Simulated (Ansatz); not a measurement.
Take LaAlO3 in the cubic perovskite structure (space group Pm-3m, No. 221; a = 3.812 Å) as the base. Axes: x, y, z lie along the cube axes.

Calculations: DFT with PBE, PAW potentials and a 420 eV plane-wave cutoff in Ansatz (a quantum-chemistry and plane-wave program), no spin-orbit coupling.

A first run, uniaxial strain ε_zz = −1.94 %, gives secant values C11 ≈ 360 GPa and C12 ≈ 130 GPa from its stress. A second run applies isotropic strain −2.23 %.

Question: What does linear elasticity predict for the bulk modulus −ΔP/(ΔV/V₀) in the second run, and what does the run give?

Answer: Linear elasticity: (C11 + 2 C12)/3 = 210 GPa. The run gives 230 GPa; any difference comes from nonlinear terms at these strains and numerical noise.

Stability against distortions was not tested. Many cubic perovskites are stable only at high temperature; tilts and polar distortions were not tested.
